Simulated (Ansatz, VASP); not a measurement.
ZnO: VASP beside Ansatz

The input INCAR:

```
PREC = Accurate
ENCUT = 520
EDIFF = 1E-6
ISMEAR = 0
SIGMA = 0.1
LREAL = False
LASPH = True
NELM = 100
ALGO = Fast
ISIF = 2
LWAVE = False
LCHARG = True
GGA = PS
LELF = True
LVHAR = True
NBANDS = 26
```

File KPOINTS:

```
regular mesh
0
Gamma
  6 6 4
```

The input POSCAR:

```
ZnO
1.0
    3.2500000000      0.0000000000      0.0000000000
   -1.6250000000      2.8145825623      0.0000000000
    0.0000000000      0.0000000000      5.2050000000
Zn O
2 2
Direct
    0.3333333333      0.6666666667      0.0000000000
    0.6666666667      0.3333333333      0.5000000000
    0.3333333333      0.6666666667      0.5000000000
    0.6666666667      0.3333333333      1.0000000000
```

Input for Ansatz:

```yaml
crystal:
  lattice:
    - [3.25, 0.0, 0.0]
    - [-1.625, 2.8145825623, 0.0]
    - [0.0, 0.0, 5.205]
  atoms:
    - { symbol: Zn, position: [0.3333333333, 0.6666666667, 0.0] }
    - { symbol: Zn, position: [0.6666666667, 0.3333333333, 0.5] }
    - { symbol: O, position: [0.3333333333, 0.6666666667, 0.5] }
    - { symbol: O, position: [0.6666666667, 0.3333333333, 1.0] }
basis:
  ecutwfc: 420
kpoints:
  mp_grid: { grid: [6, 6, 4] }
hamiltonian:
  xc: pbesol
  pseudopotentials: { kind: paw, azcp: { folder: soft_1 } }
scf:
  occupations: { method: gaussian, width: 0.1 }
output:
  forces: true
  stress: true
  eigenvalues: true
```

Measurements of this composition are mostly on another form, of space group No. 186.

Alike in both runs: task single point; functional PBEsol; k mesh 6 × 6 × 4; occupations gaussian, width 0.1 eV; no spin polarisation.

|  | VASP | Ansatz |
| --- | --- | --- |
| version | VASP 6.6.1 | Ansatz 0.2.0 |
| potentials or method | VASP PAW PBE potentials, release 64 (Zn, O) | scalar-relativistic, plane waves, PAW |
| plane-wave cutoff (eV) | 520 | 420 |
| valence electrons in the cell | 36 | 36 |

|  | VASP | Ansatz | Ansatz less VASP |
| --- | --- | --- | --- |
| gap on the k mesh at the Fermi level (eV) | 0.81 | 0.80 | -0.004 |
| least direct gap on the mesh (eV) | 0.81 | 0.80 | -0.004 |
| pressure (GPa) | 5.9 | 4.8 | -1.08 |
| largest component of the traceless stress (GPa) | 10.48 | 9.56 | -0.918 |

Ansatz warned: «pseudo_functional_mismatch».

Caveats: the PAW data sets were made with another functional, which shifts forces and pressure a little (VASP). As with any semilocal functional, this PBEsol gap is likely too small.
